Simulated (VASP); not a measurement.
Set up this calculation in VASP 6.6.1, as the native input.

```
Task                   : single point
Functional             : PBE
Potentials or basis    : VASP PAW PBE potentials, release 64 (B, N)
Cutoff                 : 520 eV
k mesh                 : 12 × 12 × 12
Occupations            : gaussian, width 0.1 eV
Spin                   : no spin polarisation
Dipole correction      : no
Further INCAR settings : ALGO = Normal; EDIFF = 1e-06; NBANDS = 11
```

The structure of BN lies in POSCAR:

```
BN
1.0
    1.2561033797      0.7252116263      3.9023367297
   -1.2561033797      0.7252116263      3.9023367297
    0.0000000000     -1.4504232469      3.9023367308
B N
1 1
Direct
    0.9995606930      0.9995606930      0.9995606930
    0.3328723170      0.3328723170      0.3328723170
```

The cell is a database's computed one.

The input as run:

INCAR

```
  ALGO = Normal
  EDIFF = 1E-6
  ENCUT = 520
  GGA = PE
  ISIF = 2
  ISMEAR = 0
  LASPH = True
  LCHARG = False
  LREAL = False
  LWAVE = False
  NBANDS = 11
  NELM = 100
  PREC = Accurate
  SIGMA = 0.1
```

KPOINTS

```
k-points
0
Gamma
  12 12 12
```

Potentials or basis: VASP PAW PBE potentials, release 64 (B, N).

Command:

```bash
$ cat potpaw_PBE.64/B/POTCAR potpaw_PBE.64/N/POTCAR > POTCAR
$ mpirun -np 1 vasp_std > vasp.out
```

It gave:

The pressure is 0.1 GPa and the band gap on the k mesh is 4.50 eV, indirect (least direct gap 4.66 eV).

It took 35 s on 1 thread of Intel(R) Xeon(R) 6975P-C (Granite Rapids) (shared host), peak memory 0.18 GiB.
